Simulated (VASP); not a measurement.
Set up this calculation in VASP 6.6.1, as the native input.

```
Task                   : relaxation of cell and atoms
Functional             : PBEsol
Potentials or basis    : VASP PAW PBE potentials, release 64 (Sb)
Cutoff                 : 600 eV
k mesh                 : 10 × 10 × 10
Occupations            : methfessel-paxton, width 0.1 eV
Spin                   : no spin polarisation
Further INCAR settings : ALGO = Normal; EDIFF = 1e-06; IBRION = 2; EDIFFG = -0.01; NSW = 90; ISIF = 3
```

The structure of Sb lies in POSCAR:

```
Sb
1.0
    2.1542000000      1.2437279499      3.7580000000
   -2.1542000000      1.2437279499      3.7580000000
    0.0000000000     -2.4874558998      3.7580000000
Sb
2
Direct
    0.2334900000      0.2334900000      0.2334900000
    0.7665100000      0.7665100000      0.7665100000
```

These files were run (other wordings do the same):

INCAR

```
SYSTEM = Sb
PREC     = Accurate       ! precision mode
ENCUT    = 600            ! plane-wave cutoff, eV
EDIFF    = 1E-6           ! SCF threshold, eV
ISMEAR   = 1              ! smearing method
SIGMA    = 0.1            ! smearing width, eV
LREAL    = .FALSE.        ! projectors in reciprocal space
LASPH    = .TRUE.         ! aspherical terms in the spheres
NELM     = 80             ! most SCF steps
ALGO     = Normal         ! electronic algorithm
ISIF     = 3              ! what is computed and relaxed
LWAVE    = .FALSE.        ! write WAVECAR
LCHARG   = .FALSE.        ! write CHGCAR
GGA      = PS             ! functional
IBRION   = 2              ! ionic algorithm
NSW      = 90             ! ionic steps
EDIFFG   = -0.01          ! ionic threshold
```

KPOINTS

```
Automatic mesh
0
G
  10 10 10
  0 0 0
```

Potentials or basis: VASP PAW PBE potentials, release 64 (Sb).

The run is started by

```bash
$ cat potpaw_PBE.64/Sb/POTCAR > POTCAR
$ mpirun -np 1 vasp_std > vasp.out
```

Results of the run:

The relaxed volume is 29.88 Å³/atom and the relaxed cell is a = 4.455 Å, b = 4.455 Å, c = 4.455 Å, α = 58.09°, β = 58.09°, γ = 58.09°. The space group after relaxing (to 0.05 Å) is R-3m (No. 166), the energy gained by relaxing is 3.1 meV/atom and the ionic steps are 7. The pressure after relaxing is 0.0 GPa and the largest force after relaxing is 0.006 eV/Å. The band gap on the k mesh is none (metal or under the smearing width).

Caveat: the PAW data sets were made with another functional, which shifts forces and pressure a little.

Run time: 120 s on 1 thread of AMD EPYC 9R45 (Zen 5), on a shared host, peak memory 0.22 GiB.
